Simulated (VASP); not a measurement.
# KTaO3 (Pm-3m) in VASP: notebook

The runs below take KTaO3 through band structure, equation of state, with PBEsol, PBE.

Program: VASP 6.6.1. These are calculated values, not measurements. Logs are shortened: lines on timing, memory, paths and dates and some standing lists are left out, and cuts for length are marked.

## Step 1: The structure

Symmetry: Pm-3m, No. 221, cubic system. Conventional cell: a = 3.988 Å, b = 3.988 Å, c = 3.988 Å, α = 90.00°, β = 90.00°, γ = 90.00°. Ta (site symmetry m-3m) is surrounded by 6 O at 1.99 Å. K (site symmetry m-3m) has 12 O at 2.82 Å as nearest neighbours. O (site symmetry 4/mmm) has 2 Ta at 1.99 Å as nearest neighbours.

## Step 2: Band structure, PBEsol

File INCAR:

```
PREC     = Accurate       # precision mode
ENCUT    = 520            # plane-wave cutoff, eV
EDIFF    = 1E-6           # SCF threshold, eV
ISMEAR   = 0              # smearing method
SIGMA    = 0.02           # smearing width, eV
LREAL    = F              # projectors in reciprocal space
LASPH    = T              # aspherical terms in the spheres
NELM     = 100            # most SCF steps
ALGO     = Normal         # electronic algorithm
ISIF     = 2              # what is computed and relaxed
LWAVE    = F              # write WAVECAR
LCHARG   = F              # write CHGCAR
LMAXMIX  = 4              # l up to which the mixer works
GGA      = PS             # functional
NBANDS   = 27             # bands
KPAR     = 2
```

File KPOINTS:

```
regular mesh
0
Gamma
  8 8 8
```

File POSCAR:

```
KTaO3
1.0
    3.9883000000      0.0000000000      0.0000000000
    0.0000000000      3.9883000000      0.0000000000
    0.0000000000      0.0000000000      3.9883000000
Ta K O
1 1 3
Direct
    0.0000000000      0.0000000000      0.0000000000
    0.5000000000      0.5000000000      0.5000000000
    0.0000000000      0.0000000000      0.5000000000
    0.0000000000      0.5000000000      0.0000000000
    0.5000000000      0.0000000000      0.0000000000
```

File KPOINTS_OPT:

```
path GXMGRX,MR
15
line-mode
reciprocal
 0.0000000000  0.0000000000  0.0000000000  G
 0.0000000000  0.5000000000  0.0000000000  X

 0.0000000000  0.5000000000  0.0000000000  X
 0.5000000000  0.5000000000  0.0000000000  M

 0.5000000000  0.5000000000  0.0000000000  M
 0.0000000000  0.0000000000  0.0000000000  G

 0.0000000000  0.0000000000  0.0000000000  G
 0.5000000000  0.5000000000  0.5000000000  R

 0.5000000000  0.5000000000  0.5000000000  R
 0.0000000000  0.5000000000  0.0000000000  X

 0.5000000000  0.5000000000  0.0000000000  M
 0.5000000000  0.5000000000  0.5000000000  R
```

Potentials or basis: VASP PAW PBE potentials, release 64 (Ta_pv, K_sv, O).

Run with:

```bash
$ cat potpaw_PBE.64/Ta_pv/POTCAR potpaw_PBE.64/K_sv/POTCAR potpaw_PBE.64/O/POTCAR > POTCAR
$ mpirun -np 2 vasp_std > vasp.out
```

OUTCAR:

```text
PREC = Accurate
   ENCUT = 520
   EDIFF = 1E-6
   ISMEAR = 0
   LREAL = F
   LASPH = T
   NELM = 100
   ISIF = 2
   GGA = PS

 ion  position               nearest neighbor table
   1  0.000  0.000  0.000-   3 1.99   4 1.99   5 1.99   3 1.99   4 1.99   5 1.99   2 3.45   2 3.45
                             2 3.45   2 3.45   2 3.45   2 3.45   2 3.45   2 3.45
   2  0.500  0.500  0.500-   3 2.82   4 2.82   5 2.82   4 2.82   5 2.82   3 2.82   5 2.82   5 2.82
                             3 2.82   4 2.82   4 2.82   3 2.82   1 3.45   1 3.45   1 3.45   1 3.45
   3  0.000  0.000  0.500-   1 1.99   1 1.99   2 2.82   2 2.82   2 2.82   2 2.82
   4  0.000  0.500  0.000-   1 1.99   1 1.99   2 2.82   2 2.82   2 2.82   2 2.82
   5  0.500  0.000  0.000-   1 1.99   1 1.99   2 2.82   2 2.82   2 2.82   2 2.82

  LATTYP: Found a simple cubic cell.
 ALAT       =     3.9883000000

  Lattice vectors:

 A1 = (   3.9883000000,   0.0000000000,   0.0000000000)
 A2 = (   0.0000000000,   3.9883000000,   0.0000000000)
 A3 = (   0.0000000000,   0.0000000000,   3.9883000000)

Analysis of symmetry for initial positions (statically):
=====================================================================
 Subroutine PRICEL returns:
 Original cell was already a primitive cell.

 Routine SETGRP: Setting up the symmetry group for a
 simple cubic supercell.

 Subroutine GETGRP returns: Found 48 space group operations
 (whereof 48 operations were pure point group operations)
 out of a pool of 48 trial point group operations.

The static configuration has the point symmetry O_h .

Analysis of symmetry for dynamics (positions and initial velocities):
=====================================================================
 Subroutine PRICEL returns:
 Original cell was already a primitive cell.

 Routine SETGRP: Setting up the symmetry group for a
 simple cubic supercell.

 Subroutine GETGRP returns: Found 48 space group operations
 (whereof 48 operations were pure point group operations)
 out of a pool of 48 trial point group operations.

The dynamic configuration has the point symmetry O_h .

 Subroutine INISYM returns: Found 48 space group operations
 (whereof 48 operations are pure point group operations),
 and found     1 'primitive' translations

----------------------------------------------------------------------------------------

                                     Primitive cell

  volume of cell :      63.4400

  direct lattice vectors                    reciprocal lattice vectors
     3.988300000  0.000000000  0.000000000     0.250733395  0.000000000  0.000000000
     0.000000000  3.988300000  0.000000000     0.000000000  0.250733395  0.000000000
     0.000000000  0.000000000  3.988300000     0.000000000  0.000000000  0.250733395

  length of vectors
     3.988300000  3.988300000  3.988300000     0.250733395  0.250733395  0.250733395

  position of ions in fractional coordinates (direct lattice)
     0.000000000  0.000000000  0.000000000
     0.500000000  0.500000000  0.500000000
     0.000000000  0.000000000  0.500000000
     0.000000000  0.500000000  0.000000000
     0.500000000  0.000000000  0.000000000

  ion indices of the primitive-cell ions
   primitive index   ion index
                 1           1
                 2           2
                 3           3
                 4           4
                 5           5

----------------------------------------------------------------------------------------

 KPOINTS: regular mesh

Automatic generation of k-mesh.
 Grid dimensions read from file:
 generate k-points for:    8    8    8

 Generating k-lattice:

  Cartesian coordinates                     Fractional coordinates (reciprocal lattice)
     0.031341674  0.000000000  0.000000000     0.125000000  0.000000000  0.000000000
     0.000000000  0.031341674  0.000000000     0.000000000  0.125000000  0.000000000
     0.000000000  0.000000000  0.031341674     0.000000000  0.000000000  0.125000000

  Length of vectors
     0.031341674  0.031341674  0.031341674

  Shift w.r.t. Gamma in fractional coordinates (k-lattice)
     0.000000000  0.000000000  0.000000000

 Subroutine IBZKPT returns following result:
 ===========================================

 Found     35 irreducible k-points:

 Following reciprocal coordinates:
            Coordinates               Weight
  0.000000  0.000000  0.000000      1.000000
  0.125000  0.000000  0.000000      6.000000
  0.250000  0.000000  0.000000      6.000000
  0.375000  0.000000  0.000000      6.000000
  0.500000  0.000000  0.000000      3.000000
  0.125000  0.125000  0.000000     12.000000
[... 16 lines left out ...]
  0.375000  0.375000  0.125000     24.000000
  0.500000  0.375000  0.125000     24.000000
 [... further k-points ...]
   k-points           NKPTS =     35   k-points in BZ     NKDIM =     35   number of bands    NBANDS=     27
   number of dos      NEDOS =    301   number of ions     NIONS =      5
   total plane-waves  NPLWV =  27000
   dimension x,y,z NGX =    30 NGY =   30 NGZ =   30
   dimension x,y,z NGXF=    60 NGYF=   60 NGZF=   60
   ions per type =               1   1   3
   NGX,Y,Z   is equivalent  to a cutoff of  12.51, 12.51, 12.51 a.u.
   NGXF,Y,Z  is equivalent  to a cutoff of  25.01, 25.01, 25.01 a.u.
 SYSTEM =  unknown system
   PREC   = accura    normal or accurate (medium, high low for compatibility)
   ISTART =      0    job   : 0-new  1-cont  2-samecut
   ICHARG =      2    charge: 1-file 2-atom 10-const
   ISPIN  =      1    spin polarized calculation?
   LNONCOLLINEAR =      F non collinear calculations
   LSORBIT =      F    spin-orbit coupling
   LASPH  =      T    aspherical Exc in radial PAW
   ENCUT  =  520.0 eV  38.22 Ry    6.18 a.u.   7.42  7.42  7.42*2*pi/ulx,y,z
   NELM   =    100;   NELMIN=  2; NELMDL= -5     # of ELM steps
   EDIFF  = 0.1E-05   stopping-criterion for ELM
   LREAL  =      F    real-space projection
   EDIFFG = 0.1E-04   stopping-criterion for IOM
   NSW    =      0    number of steps for IOM
   IBRION =     -1    ionic relax: 0-MD 1-quasi-New 2-CG
   NFREE  =      0    steps in history (QN), initial steepest desc. (CG)
   ISIF   =      2    stress and relaxation
   ISYM   =      2    0-nonsym 1-usesym 2-fastsym
   POTIM  = 0.5000    time-step for ionic-motion
   TEBEG  =    0.0;   TEEND  =   0.0 temperature during run
   PSTRESS=    0.0 pullay stress
   NELECT =      38.0000    total number of electrons
   NUPDOWN=      -1.0000    fix difference up-down
   EMIN   =  10.00;   EMAX   =-10.00  energy-range for DOS
   EFERMI =   0.00;   METHOD = LEGACY
   ISMEAR =     0;   SIGMA  =   0.02  broadening in eV -4-tet -1-fermi 0-gaus
   EFERMI_NEDOS =   21; number of points for ismear=-14 and -15
   IALGO  =     38    algorithm
   IMIX   =      4    mixing-type and parameters
     AMIX     =   0.40;   BMIX     =  1.00
     AMIX_MAG =   1.60;   BMIX_MAG =  1.00
  volume/ion in A,a.u.               =      12.69        85.62
  Fermi-wavevector in a.u.,A,eV,Ry     =   1.380008  2.607837 25.911228  1.904422
  Thomas-Fermi vector in A             =   2.504925
   LORBIT       =      0    0 simple, 1 ext, 2 COOP (PROOUT), +10 PAW based schemes
   GGA     = PS    functional components
   LHFCALC =     F    Hartree Fock is set to
   AEXX    =    0.0000 exact exchange contribution
   IVDW    =     0    specifies the selected vdW correction
   LEPSILON=     F    determine dielectric tensor
   LRPA    =     F    only Hartree local field effects (RPA)
 non-spin polarized calculation
 Gauss-broadening in eV      SIGMA  =   0.02
  energy-cutoff  :      520.00
  volume of cell :       63.44
 maximum number of plane-waves:      1743
 NGX is ok and might be reduce to    30
   NGX = 15   NGY = 15   NGZ = 15

 number of electron      37.9999976 magnetization

 Free energy of the ion-electron system (eV)
  ---------------------------------------------------
  ext. energy  EPLUGINS =         0.00000000
  ---------------------------------------------------
  free energy    TOTEN  =       -42.92115015 eV

  energy without entropy =      -42.92115015  energy(sigma->0) =      -42.92115015

 E-fermi :   1.7710     XC(G=0): -11.1394

 val. band max:        1.6630614674   @ k =   0.5000   0.5000   0.5000
 cond. band min:       3.7478521878   @ k =   0.0000   0.0000   0.0000
 fundamental gap:      2.0847907204
 Fermi energy:         1.7709518880

 k-point     1 :       0.0000    0.0000    0.0000
  band No.  band energies     occupation
      1     -32.4008      2.00000
      2     -32.4008      2.00000
      3     -32.4008      2.00000
      4     -25.4555      2.00000
      5     -15.8221      2.00000
      6     -15.0950      2.00000
[... 19 lines left out ...]
     26       9.5736      0.00000
     27       9.5736      0.00000

 k-point     2 :       0.1250    0.0000    0.0000
  band No.  band energies     occupation
      1     -32.4143      2.00000
      2     -32.4003      2.00000
      3     -32.4003      2.00000
      4     -25.4512      2.00000
      5     -15.7759      2.00000
      6     -15.0913      2.00000
[... 19 lines left out ...]
     26       9.7758      0.00000
     27       9.8133      0.00000

 k-point     3 :       0.2500    0.0000    0.0000
  band No.  band energies     occupation
      1     -32.4467      2.00000
      2     -32.3990      2.00000
      3     -32.3990      2.00000
      4     -25.4407      2.00000
      5     -15.7199      2.00000
      6     -15.0827      2.00000
[... 594 lines left out ...]
      1     -32.4745      2.00000
      2     -32.4741      2.00000
      3     -32.4081      2.00000
      4     -25.4133      2.00000
      5     -15.2388      2.00000
      6     -14.4209      2.00000
[... 19 lines left out ...]
     26      12.1878      0.00000
     27      12.3560      0.00000

 k-point    24 :       0.5000    0.3750    0.1250
  band No.  band energies     occupation
      1     -32.4873      2.00000
      2     -32.4737      2.00000
      3     -32.4075      2.00000
      4     -25.4108      2.00000
      5     -15.2139      2.00000
      6     -14.3999      2.00000
[... 19 lines left out ...]
     26      12.3178      0.00000
     27      12.3822      0.00000

 [... further k-points ...]

------------------------ aborting loop because EDIFF is reached ----------------------------------------

  FORCE on cell =-STRESS in cart. coord.  units (eV):
  Direction    XX          YY          ZZ          XY          YZ          ZX
  --------------------------------------------------------------------------------------
  -------------------------------------------------------------------------------------
  Total        0.1084774      0.1084774      0.1084774      0.0000000     -0.0000000      0.0000000
  in kB        2.7395947      2.7395947      2.7395947      0.0000000     -0.0000000      0.0000000
  external PRESSURE =       2.7395947 kB  Pullay stress =       0.0000000 kB

 VOLUME and BASIS-vectors are now :
 -----------------------------------------------------------------------------
  energy-cutoff  :      520.00
  volume of cell :       63.44
      direct lattice vectors                 reciprocal lattice vectors
     3.988300000  0.000000000  0.000000000     0.250733395  0.000000000  0.000000000
     0.000000000  3.988300000  0.000000000     0.000000000  0.250733395  0.000000000
     0.000000000  0.000000000  3.988300000     0.000000000  0.000000000  0.250733395

 POSITION                                       TOTAL-FORCE (eV/Angst)
 -----------------------------------------------------------------------------------
      0.00000      0.00000      0.00000         0.000000      0.000000      0.000000
      1.99415      1.99415      1.99415         0.000000      0.000000      0.000000
      0.00000      0.00000      1.99415         0.000000      0.000000      0.000000
      0.00000      1.99415      0.00000         0.000000      0.000000      0.000000
      1.99415      0.00000      0.00000         0.000000      0.000000      0.000000
 -----------------------------------------------------------------------------------
    total drift:                                0.000000     -0.000000      0.000000

  FREE ENERGIE OF THE ION-ELECTRON SYSTEM (eV)
  ---------------------------------------------------
  free  energy   TOTEN  =       -42.9211501539 eV

  energy  without entropy=      -42.9211501539  energy(sigma->0) =      -42.92115015
```

Run time: 83 s. Hardware: 2 MPI ranks of AMD EPYC 7R43 (Zen 3), shared host; peak memory 0.2 GiB.

What came out:

```yaml
Free_energy: -42.9212 eV
Pressure: 0.3 GPa
Band_gap_on_the_k_mesh: 2.08 eV, indirect (least direct gap 2.71 eV)
Band_gap_along_the_path: 2.09 eV, indirect (least direct gap 2.71 eV)
```

Levels at the corners of the path, in eV from the valence-band top:
```csv
point,band 15,band 16,band 17,band 18,band 19,band 20,band 21,band 22,band 23,band 24
Γ,-1.07,-1.07,-0.62,-0.62,-0.62,2.09,2.09,2.09,6.44,6.75
X,-2.35,-2.18,-1.55,-0.85,-0.85,2.25,4.98,4.98,6.79,8.39
X,-2.35,-2.18,-1.55,-0.85,-0.85,2.25,4.98,4.98,6.79,8.39
M,-2.88,-1.66,-1.45,-1.45,-0.04,5.02,5.02,6.31,7.63,10.03
M,-2.88,-1.66,-1.45,-1.45,-0.04,5.02,5.02,6.31,7.63,10.03
Γ,-1.07,-1.07,-0.62,-0.62,-0.62,2.09,2.09,2.09,6.44,6.75
Γ,-1.07,-1.07,-0.62,-0.62,-0.62,2.09,2.09,2.09,6.44,6.75
R,-3.95,-3.95,0.00,0.00,0.00,6.45,6.45,6.45,8.80,8.80
R,-3.95,-3.95,0.00,0.00,0.00,6.45,6.45,6.45,8.80,8.80
X,-2.35,-2.18,-1.55,-0.85,-0.85,2.25,4.98,4.98,6.79,8.39
M,-2.88,-1.66,-1.45,-1.45,-0.04,5.02,5.02,6.31,7.63,10.03
R,-3.95,-3.95,0.00,0.00,0.00,6.45,6.45,6.45,8.80,8.80
```

Caveat: the PAW data sets were made with another functional, which shifts forces and pressure a little; spin-orbit coupling is left out, which moves the levels of the heavy elements.

(Part 1 of 2 ends here.)
